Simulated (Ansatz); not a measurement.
# TiSi2 (Immm) in Ansatz: notebook

The runs below take TiSi2 through relaxation of cell and atoms, with LDA, PBE, PBEsol, RPBE, revPBE.

Program: Ansatz 0.2.0. These are calculated values, not measurements. Logs are shortened: lines on timing, memory, paths and dates and some standing lists are left out, and cuts for length are marked.

## 1. The structure

It takes space group Immm (No. 71, orthorhombic). Conventional cell: a = 2.946 Å, b = 3.424 Å, c = 8.424 Å, α = 90.00°, β = 90.00°, γ = 90.00°. Around Ti (site symmetry mmm) lie 10 Si at 2.67 to 2.78 Å and 2 Ti at 2.95 Å. Si (site symmetry mm2) is surrounded by 7 Si at 2.63 to 2.95 Å and 5 Ti at 2.67 to 2.78 Å.

The cell comes from a database or a generator and needn't be the stable form of this composition.

## 2. Relaxation of cell and atoms, LDA

The input, input.yaml:

```yaml
crystal:
  lattice:
    - [-1.472872, 1.71213, 4.212083]
    - [1.472872, -1.71213, 4.212083]
    - [1.472872, 1.71213, -4.212083]
  atoms:
    - { symbol: Ti, position: [0.0, 0.0, 0.0] }
    - { symbol: Si, position: [0.670078, 0.670078, 0.0] }
    - { symbol: Si, position: [0.329922, 0.329922, 0.0] }
hamiltonian:
  xc: lda
  pseudopotentials: { kind: paw }
kpoints:
  mp_grid: { grid: [12, 12, 12] }
scf:
  occupations: { method: fermi_dirac, width: 0.05 }
output:
  forces: true
  stress: true
  eigenvalues: true
  write_density: true
  write_potential: true
  elf: true
  volumetric_format: npy
relax:
  f_tol: 0.01
  max_steps: 40
  cell: { stress_tol: 0.05 }
```

Potentials or basis: Ansatz PAW.

Command:

```console
$ ansatz run input.yaml --threads 2 --pin off --max-ram 5632MiB --backend cpu --events-out ev --progress --plain --runs-dir out
```

Standard output:

```text
Warning: RAYON_NUM_THREADS=2 ignored (pool sized by the plan → 2); use --threads N
Engine: ansatz 0.2.0, x86_64-unknown-linux-gnu
Pseudopotentials: kind: paw
Pseudopotential: Ti, paw, valence charge 12, recommended cutoff 420 eV (normal), Ti.paw.azcp
Pseudopotential: Si, paw, valence charge 4, recommended cutoff 420 eV (normal), Si.paw.azcp
Functional definition: SPW92
  exchange = slater_x
  correlation = pw_c
Crystal: 3 atoms, lattice volume = 42.487 Å³
Basis set: ecut = 420 eV, 839 PW (Γ)
Bands: 14, of which v1, the nominal top of the filled ones, is band 10 counted from 1 (9 counted from 0)
Symmetry: 8 space group operations
Space group: Immm (ITA 71), of the structure as read, at distance tolerance 3.5e-5 Å
k-points: 280 of 1728
Non-local potential: Ti, projectors of the file, l = 0: 3, l = 1: 2, l = 2: 3, l = 3: 1
Non-local potential: Si, projectors of the file, l = 0: 2, l = 1: 2, l = 2: 2
PAW form: soft (Blöchl's): semilocal exchange-correlation on the pseudo side does not see the compensation charge
PAW frozen core: Ti, regenerated for the run's functional, and the local potential with it (the file was generated under x = pbe(κ = 0.804, μ = 0.2195149727645171), c = pbe(β = 0.06672455060314922))
PAW frozen core: Si, regenerated for the run's functional, and the local potential with it (the file was generated under x = pbe(κ = 0.804, μ = 0.2195149727645171), c = pbe(β = 0.06672455060314922))
PAW one-centre angular grid: Ti, 590 points (default); XC on 64 Gauss nodes
PAW one-centre angular grid: Si, 110 points (default); XC on 64 Gauss nodes
Initial density: superposition of atomic densities (neutral atoms: chi_scale 0, normalization atom), corrected by the library's trained network
Initial wavefunctions: pseudopotential atomic-orbital guess
Functional: x = slater, c = lda
SCF iter   1: F=—  HF=-3669.052765 eV  |F-HF|=—  |Δ(HF+E_count)|=         —  Δρ=6.35e-3  dr2=2.27e-2  ethr=1.77e-3  ⟨swp⟩=5.1  Hψ=22150  notcnv=0
preconditioner: auto → Kerker (q_TF=auto, 2.406 Å⁻¹)  [metal: Δε(μ)=0.014 eV  Ē_g=6.511 eV  σ=0.050 eV  W_gap=0.07  n_scr=10 (ndim 8)  ℏωp=19.7 eV  f_vac=0.000  D(μ)=1.39/eV (n_scr^D=10)]
SCF iter   2: F=—  HF=-3669.048933 eV  |F-HF|=—  |Δ(HF+E_count)|=   3.83e-3  Δρ=3.91e-3  dr2=5.41e-3  ethr=1.14e-4  ⟨swp⟩=1.4  Hψ=6307  notcnv=0
SCF iter   3: F=—  HF=-3669.047876 eV  |F-HF|=—  |Δ(HF+E_count)|=   1.06e-3  Δρ=1.89e-3  dr2=2.71e-3  ethr=2.70e-5  ⟨swp⟩=2.0  Hψ=7210  notcnv=0
SCF iter   4: F=—  HF=-3669.047371 eV  |F-HF|=—  |Δ(HF+E_count)|=   5.05e-4  Δρ=2.88e-4  dr2=2.30e-5  ethr=1.36e-5  ⟨swp⟩=2.0  Hψ=5570  notcnv=0
SCF iter   5: F=—  HF=-3669.047363 eV  |F-HF|=—  |Δ(HF+E_count)|=   8.32e-6  Δρ=4.85e-5  dr2=6.92e-7  ethr=1.15e-7  ⟨swp⟩=2.7  Hψ=6393  notcnv=0
SCF iter   6: F=—  HF=-3669.047363 eV  |F-HF|=—  |Δ(HF+E_count)|=   1.61e-8  Δρ=1.56e-5  dr2=1.36e-7  ethr=5.00e-10  ⟨swp⟩=8.1  Hψ=25586  notcnv=0
SCF iter   7: F=-3669.047363 eV  HF=-3669.047363 eV  |F-HF|=2.30e-10  |Δ(HF+E_count)|=   2.19e-8  Δρ=1.30e-6  dr2=6.89e-10  ethr=5.00e-10  ⟨swp⟩=6.9  Hψ=18927  notcnv=0
SCF 1 converged in 7 iterations: F = -3669.047363 eV  dr2 = 6.89e-10
relax step   1: F+E_penalty+E_count = -3669.04736257 eV  Δ(F+E_penalty+E_count) = +0.000e0 eV  max|allowed force component| = 1.151e-1 eV/Å  Δτ_max = 0.0000 Å  P = -6.589 GPa  Ω = 42.487 Å³  (7 SCF iters, dr2 threshold 1.00e-7 eV, accepted)
Crystal: 3 atoms, lattice volume = 40.337 Å³
Basis set: ecut = 420 eV, 777 PW (Γ)
Initial density: handed on by an earlier stage of this run
Initial wavefunctions: those handed on with the density
iter 1 solved again at ethr=6.09e-5 eV; its pass at ethr=3.10e-3 eV (dr2=1.22e-2 eV) is discarded
SCF iter   1: F=—  HF=-3669.092670 eV  |F-HF|=—  |Δ(HF+E_count)|=         —  Δρ=3.45e-3  dr2=1.21e-2  ethr=6.09e-5  ⟨swp⟩=1.0  Hψ=25726  notcnv=0
preconditioner: auto → Kerker (q_TF=auto, 2.427 Å⁻¹)  [metal: Δε(μ)=0.009 eV  Ē_g=6.790 eV  σ=0.050 eV  W_gap=0.04  n_scr=10 (ndim 8)  ℏωp=20.3 eV  f_vac=0.000  D(μ)=1.28/eV (n_scr^D=10)]
SCF iter   2: F=—  HF=-3669.090788 eV  |F-HF|=—  |Δ(HF+E_count)|=   1.88e-3  Δρ=1.64e-3  dr2=1.88e-3  ethr=6.07e-5  ⟨swp⟩=2.0  Hψ=5521  notcnv=0
SCF iter   3: F=—  HF=-3669.090198 eV  |F-HF|=—  |Δ(HF+E_count)|=   5.91e-4  Δρ=8.49e-4  dr2=7.25e-4  ethr=9.38e-6  ⟨swp⟩=2.9  Hψ=6756  notcnv=0
SCF iter   4: F=—  HF=-3669.090002 eV  |F-HF|=—  |Δ(HF+E_count)|=   1.95e-4  Δρ=1.43e-4  dr2=8.76e-6  ethr=3.62e-6  ⟨swp⟩=2.1  Hψ=5299  notcnv=0
SCF iter   5: F=—  HF=-3669.090001 eV  |F-HF|=—  |Δ(HF+E_count)|=   1.54e-6  Δρ=1.89e-5  dr2=1.15e-7  ethr=1.50e-9  ⟨swp⟩=7.1  Hψ=26065  notcnv=0
SCF iter   6: F=-3669.090001 eV  HF=-3669.090001 eV  |F-HF|=7.61e-9  |Δ(HF+E_count)|=   3.38e-9  Δρ=5.13e-6  dr2=1.12e-8  ethr=5.74e-10  ⟨swp⟩=5.6  Hψ=20269  notcnv=0
SCF 2 converged in 6 iterations: F = -3669.090001 eV  dr2 = 1.12e-8
relax step   2: F+E_penalty+E_count = -3669.09000080 eV  Δ(F+E_penalty+E_count) = -4.264e-2 eV  max|allowed force component| = 4.042e-2 eV/Å  Δτ_max = 0.0124 Å  P = +0.936 GPa  Ω = 40.337 Å³  energy of the carried Pulay correction = +7.899e-4 eV  (6 SCF iters, dr2 threshold 3.00e-7 eV, accepted)
Crystal: 3 atoms, lattice volume = 40.593 Å³
Basis set: ecut = 420 eV, 785 PW (Γ)
iter 1 solved again at ethr=1.53e-6 eV; its pass at ethr=3.10e-3 eV (dr2=3.06e-4 eV) is discarded
SCF iter   1: F=—  HF=-3669.090794 eV  |F-HF|=—  |Δ(HF+E_count)|=         —  Δρ=5.08e-4  dr2=2.73e-4  ethr=1.53e-6  ⟨swp⟩=2.7  Hψ=24349  notcnv=0
preconditioner: auto → Kerker (q_TF=auto, 2.425 Å⁻¹)  [metal: Δε(μ)=0.013 eV  Ē_g=6.779 eV  σ=0.050 eV  W_gap=0.07  n_scr=10 (ndim 8)  ℏωp=20.2 eV  f_vac=0.000  D(μ)=1.30/eV (n_scr^D=10)]
SCF iter   2: F=—  HF=-3669.090752 eV  |F-HF|=—  |Δ(HF+E_count)|=   4.22e-5  Δρ=2.40e-4  dr2=4.24e-5  ethr=1.37e-6  ⟨swp⟩=1.9  Hψ=4440  notcnv=0
SCF iter   3: F=—  HF=-3669.090739 eV  |F-HF|=—  |Δ(HF+E_count)|=   1.31e-5  Δρ=1.28e-4  dr2=1.79e-5  ethr=2.12e-7  ⟨swp⟩=2.9  Hψ=6548  notcnv=0
SCF iter   4: F=-3669.090734 eV  HF=-3669.090734 eV  |F-HF|=1.34e-7  |Δ(HF+E_count)|=   4.77e-6  Δρ=2.31e-5  dr2=2.40e-7  ethr=1.50e-9  ⟨swp⟩=7.2  Hψ=25742  notcnv=0
SCF 3 converged in 4 iterations: F = -3669.090734 eV  dr2 = 2.40e-7
relax step   3: F+E_penalty+E_count = -3669.09073369 eV  Δ(F+E_penalty+E_count) = -7.329e-4 eV  max|allowed force component| = 7.118e-3 eV/Å  Δτ_max = 0.0027 Å  P = -0.097 GPa  Ω = 40.593 Å³  energy of the carried Pulay correction = +6.937e-4 eV  (4 SCF iters, dr2 threshold 3.00e-7 eV, accepted)
Crystal: 3 atoms, lattice volume = 40.572 Å³
iter 1 solved again at ethr=2.92e-9 eV; its pass at ethr=3.10e-3 eV (dr2=5.84e-7 eV) is discarded
SCF iter   1: F=—  HF=-3669.090754 eV  |F-HF|=—  |Δ(HF+E_count)|=         —  Δρ=3.21e-5  dr2=5.14e-7  ethr=2.92e-9  ⟨swp⟩=2.1  Hψ=24058  notcnv=0
preconditioner: auto → Kerker (q_TF=auto, 2.425 Å⁻¹)  [metal: Δε(μ)=0.013 eV  Ē_g=6.779 eV  σ=0.050 eV  W_gap=0.06  n_scr=10 (ndim 8)  ℏωp=20.2 eV  f_vac=0.000  D(μ)=1.30/eV (n_scr^D=10)]
SCF iter   2: F=—  HF=-3669.090754 eV  |F-HF|=—  |Δ(HF+E_count)|=   9.15e-8  Δρ=1.79e-5  dr2=1.69e-7  ethr=2.57e-9  ⟨swp⟩=1.0  Hψ=3921  notcnv=0
SCF iter   3: F=-3669.090754 eV  HF=-3669.090754 eV  |F-HF|=2.73e-8  |Δ(HF+E_count)|=   5.39e-8  Δρ=7.65e-6  dr2=3.01e-8  ethr=1.89e-10  ⟨swp⟩=5.3  Hψ=22024  notcnv=0
SCF 4 converged in 3 iterations: F = -3669.090754 eV  dr2 = 3.01e-8
relax step   4: F+E_penalty+E_count = -3669.09075412 eV  Δ(F+E_penalty+E_count) = -2.043e-5 eV  max|allowed force component| = 4.379e-3 eV/Å  Δτ_max = 0.0003 Å  P = -0.016 GPa  Ω = 40.572 Å³  energy of the carried Pulay correction = +7.016e-4 eV  (3 SCF iters, dr2 threshold 3.78e-8 eV, accepted)
Initial wavefunctions: pseudopotential atomic-orbital guess (no wavefunctions were taken with the density)
iter 1 solved again at ethr=4.50e-8 eV; its pass at ethr=3.10e-3 eV (dr2=9.01e-6 eV) is discarded
SCF iter   1: F=—  HF=-3669.090206 eV  |F-HF|=—  |Δ(HF+E_count)|=         —  Δρ=4.45e-5  dr2=1.55e-7  ethr=4.50e-8  ⟨swp⟩=2.6  Hψ=31419  notcnv=0
SCF iter   2: F=—  HF=-3669.090207 eV  |F-HF|=—  |Δ(HF+E_count)|=   9.42e-7  Δρ=2.60e-5  dr2=1.04e-7  ethr=7.75e-10  ⟨swp⟩=2.1  Hψ=6467  notcnv=0
SCF iter   3: F=—  HF=-3669.090207 eV  |F-HF|=—  |Δ(HF+E_count)|=   6.56e-8  Δρ=1.08e-5  dr2=6.95e-8  ethr=5.19e-10  ⟨swp⟩=2.3  Hψ=5559  notcnv=0
SCF iter   4: F=—  HF=-3669.090207 eV  |F-HF|=—  |Δ(HF+E_count)|=   1.18e-8  Δρ=1.09e-6  dr2=5.99e-10  ethr=3.48e-10  ⟨swp⟩=2.2  Hψ=5094  notcnv=0
SCF iter   5: F=-3669.090207 eV  HF=-3669.090207 eV  |F-HF|=8.19e-12  |Δ(HF+E_count)|=  2.88e-10  Δρ=1.71e-7  dr2=1.29e-11  ethr=1.00e-12  ⟨swp⟩=4.1  Hψ=17884  notcnv=0
SCF 5 converged in 5 iterations: F = -3669.090207 eV  dr2 = 1.29e-11
relax step   5: F+E_penalty+E_count = -3669.09020656 eV  Δ(F+E_penalty+E_count) = +5.476e-4 eV  max|allowed force component| = 4.418e-3 eV/Å  Δτ_max = 0.0000 Å  P = -0.041 GPa  Ω = 40.572 Å³  stress off target by 4.37e-2 GPa  SCF on the basis re-selected at this cell (its energy is not comparable with the rows above)  (5 SCF iters)
basis re-selected at this cell: Δ(F+E_penalty+E_count) = +5.476e-4 eV, ΔP = -0.025 GPa vs the last step (what re-selecting the basis moved, of the pressure what is left beyond the Pulay correction that the steps carried, after the strain that the cell walked since its last selection, with what the two solves' SCF thresholds leave and, on support functions, any second-order correction that the steps lacked; it is no measure of the basis error at this ecutwfc). This SCF's stress stands 4.37e-2 GPa from its target on what of the cell is left free (relax.cell.stress_tol is 5.00e-2 GPa) and its largest allowed force component is 4.42e-3 eV/Å (relax.f_tol is 1.00e-2 eV/Å): within both
SCF converged after 5 iterations
Free energy (F): -3669.090207 eV
Harris-Foulkes:  -3669.090207 eV  (|F-HF|=8.19e-12)
Internal energy: -3669.079592 eV  (E = F + TS)
E sigma→0 (E₀):  -3669.084899 eV
Entropy (-TS):   -0.010614 eV (-3.538 meV/atom)
Fermi energy:    12.816621 eV
--- Per-component energies (eV) ---
  E_band       = -97.974848
  E_kinetic    = 362.314260
  E_local      = -1008.270502  (includes V_loc(G=0)·N_el)
  E_nonlocal   = 64.627561
  E_hartree    = 441.698915
  E_xc         = -211.218233
  E_vxc        = -222.358018  (∫ρ·V_xc dr)
  E_paw        = -1971.257117  (= ΣΔE_a)
  E_vpaw       = -177.686119  (= ΣTr[D̂ρ^β])
  E_aug_tail   = 0.000110  (compensation charges beyond the density's cutoff)
  E_ewald      = -1347.469199
  E_core_change = 0.494612  (= ΣΔE_core)
  E_smearing   = -0.010614  (= −TS)
  E_closure    = -0.000000  (closes the sum)
  Σ components = -3669.090207   (vs F -3669.090207, Δ=0.00e0)
--- Forces (eV/Å), atoms counted from 1 ---
  atom   1  Ti     0.00000000     0.00000000    -0.00000000
  atom   2  Si    -0.00000000     0.00000000     0.00441841
  atom   3  Si     0.00000000    -0.00000000    -0.00441841
  max |Σ_I F_I| component: 1.28e-30 eV/Å
--- Stress (GPa, compression-positive) ---
       -0.043664       0.000000       0.000000
        0.000000      -0.043017      -0.000000
        0.000000      -0.000000      -0.037543
  P = ⅓ Tr σ = -0.0414 GPa (-0.414 kbar)
--- Band table (eV; the first three rows and the last of 280) ---
  k-point 0: bands = ["-42.6820", "-19.3462", "-19.3173", "-19.0441", "0.0621", "7.9313", "8.8258", "10.6440", "12.1365", "13.6050", "15.0414", "15.3155", "16.0958", "16.8595"]
  k-point 1: bands = ["-42.6784", "-19.3421", "-19.3221", "-19.0713", "0.2770", "8.1114", "8.6942", "10.4902", "12.1252", "13.0775", "14.4784", "15.2629", "16.6237", "16.7963"]
  k-point 2: bands = ["-42.6686", "-19.3346", "-19.3308", "-19.1443", "0.9095", "8.3629", "8.5567", "10.1274", "12.1086", "12.1131", "13.2608", "15.5737", "16.6263", "17.0150"]
  k-point 279: bands = ["-42.6817", "-19.3603", "-19.3182", "-19.0446", "1.3032", "3.8332", "11.4878", "11.5942", "12.4591", "13.2883", "14.8705", "15.3771", "15.4218", "16.8079"]
--- Relaxed structure (4 steps of the walk, 4 accepted, 1 SCFs on fresh bases) ---
  F+E_penalty+E_count = -3669.09020656 eV   max|allowed force component| = 4.418e-3 eV/Å   (the final SCF, on the basis selected at the relaxed cell)
  cell:  # Å, volume = 40.5715 Å³
    - [-1.453274441866089, 1.6879114209477892, 4.134888899842559]
    - [1.453274441866089, -1.6879114209477892, 4.134888899842559]
    - [1.453274441866089, 1.6879114209477892, -4.134888899842559]
  atoms:
    - { symbol: Ti, position: [2.145023757614902e-21, 2.145023757614797e-21, -1.0488055374537608e-34] }
    - { symbol: Si, position: [0.6689681750502342, 0.6689681750502342, -2.1256953634581936e-34] }
    - { symbol: Si, position: [0.33103182494976546, 0.33103182494976546, -2.863790752842102e-34] }
```

It took 62 s on 2 threads of Intel Xeon at 2.50GHz (Skylake/Cascade Lake), shared host; peak memory 0.5 GiB.

Results:

| Item | Value |
| --- | --- |
| Free energy | -3669.0902 eV |
| Relaxed volume | 13.52 Å³/atom |
| Relaxed cell | a = 4.697 Å, b = 4.697 Å, c = 4.697 Å, α = 143.95°, β = 137.87°, γ = 56.62° |
| Space group after relaxing (to 0.05 Å) | Immm (No. 71) |
| Energy gained by relaxing | 14.3 meV/atom |
| Ionic steps | 5 |
| Pressure after relaxing | 0.0 GPa |
| Largest force after relaxing | 0.004 eV/Å |
| Band gap on the k mesh | none (metal or under the smearing width) |

Forces in eV/Å, atoms in the order of the input:
```
Ti   0.000  0.000  0.000
Si   0.000  0.000  0.004
Si   0.000  0.000 -0.004
```

Step by step:
| step | energy change (eV) | largest force (eV/Å) | volume (Å³) |
| --- | --- | --- | --- |
| 1 | 0.0000 | 0.1151 | 42.49 |
| 2 | -0.0426 | 0.0404 | 40.34 |
| 3 | -0.0434 | 0.0071 | 40.59 |
| 4 | -0.0434 | 0.0044 | 40.57 |
| 5 | -0.0428 | 0.0044 | 40.57 |

Final structure:
```cif
data_structure
_symmetry_space_group_name_H-M 'P 1'
_symmetry_Int_Tables_number 1
_cell_length_a 4.6966
_cell_length_b 4.6966
_cell_length_c 4.6966
_cell_angle_alpha 143.950
_cell_angle_beta 137.875
_cell_angle_gamma 56.620
_cell_volume 40.57
loop_
_atom_site_label
_atom_site_type_symbol
_atom_site_fract_x
_atom_site_fract_y
_atom_site_fract_z
_atom_site_occupancy
Ti1 Ti 0.00000 0.00000 0.00000 1
Si1 Si 0.66897 0.66897 0.00000 1
Si2 Si 0.33103 0.33103 0.00000 1
```

Caveat: the plane-wave basis is chosen anew once the cell has moved, so the energies of steps on either side of that aren't comparable; the PAW data sets come from PBE, with cores solved anew for the run's functional, which leaves a small shift of forces and pressure.

## 3. Relaxation of cell and atoms, PBE

input.yaml: that of step 2 with these lines changed.

```diff
@@ -10,3 +10,3 @@
 hamiltonian:
-  xc: lda
+  xc: pbe
   pseudopotentials: { kind: paw }
@@ -20,6 +20,2 @@
   eigenvalues: true
-  write_density: true
-  write_potential: true
-  elf: true
-  volumetric_format: npy
 relax:
```

Potentials or basis: Ansatz PAW.

Command:

```console
$ ansatz run input.yaml --threads 2 --pin off --max-ram 5632MiB --backend cpu --events-out ev --progress --plain --runs-dir out
```

It took 41 s on 2 threads of Intel Xeon at 2.50GHz (Skylake/Cascade Lake), shared host; peak memory 0.49 GiB.

It converged, with:

| Property | Result |
| --- | --- |
| Free energy | -3772.4694 eV |
| Relaxed volume | 14.20 Å³/atom |
| Relaxed cell | a = 4.773 Å, b = 4.773 Å, c = 4.773 Å, α = 143.88°, β = 137.97°, γ = 56.60° |
| Space group after relaxing (to 0.05 Å) | Immm (No. 71) |
| Energy gained by relaxing | 0.2 meV/atom |
| Ionic steps | 4 |
| Pressure after relaxing | 0.0 GPa |
| Largest force after relaxing | 0.008 eV/Å |
| Band gap on the k mesh | none (metal or under the smearing width) |

Forces on the atoms (eV/Å):
```
Ti   0.000  0.000  0.000
Si   0.000  0.000 -0.008
Si   0.000  0.000  0.008
```

Step by step:
| step | energy change (eV) | largest force (eV/Å) | volume (Å³) |
| --- | --- | --- | --- |
| 1 | 0.0000 | 0.0148 | 42.49 |
| 2 | -0.0006 | 0.0126 | 42.59 |
| 3 | -0.0006 | 0.0076 | 42.59 |
| 4 | -0.0006 | 0.0076 | 42.59 |

Final structure:
```
CELL_PARAMETERS angstrom
-1.47990 1.71185 4.20257
1.47990 -1.71185 4.20257
1.47990 1.71185 -4.20257
ATOMIC_POSITIONS crystal
Ti 0.00000 0.00000 0.00000
Si 0.66988 0.66988 0.00000
Si 0.33012 0.33012 0.00000
```

Levels at points of the mesh, in eV from the Fermi level:
```csv
k point,band 7,band 8,band 9,band 10,band 11,band 12,band 13,band 14
"(0.00, 0.00, 0.00)",-4.08,-2.11,-0.61,0.70,2.09,2.39,3.14,3.80
"(0.00, 0.00, -0.50)",-5.03,-4.68,-2.88,-1.27,-0.66,2.76,2.91,3.16
"(0.00, -0.50, 0.00)",-3.61,-3.37,-0.92,-0.42,0.99,2.79,3.38,4.03
"(0.00, -0.50, -0.50)",-4.30,-3.71,-0.66,0.91,2.02,2.59,3.55,4.08
"(-0.50, -0.50, -0.50)",-1.26,-1.23,-0.34,0.49,1.95,2.36,2.44,3.76
```

Caveat: the plane-wave basis is chosen anew once the cell has moved, so the energies of steps on either side of that aren't comparable.

[end of part 1 of 2]
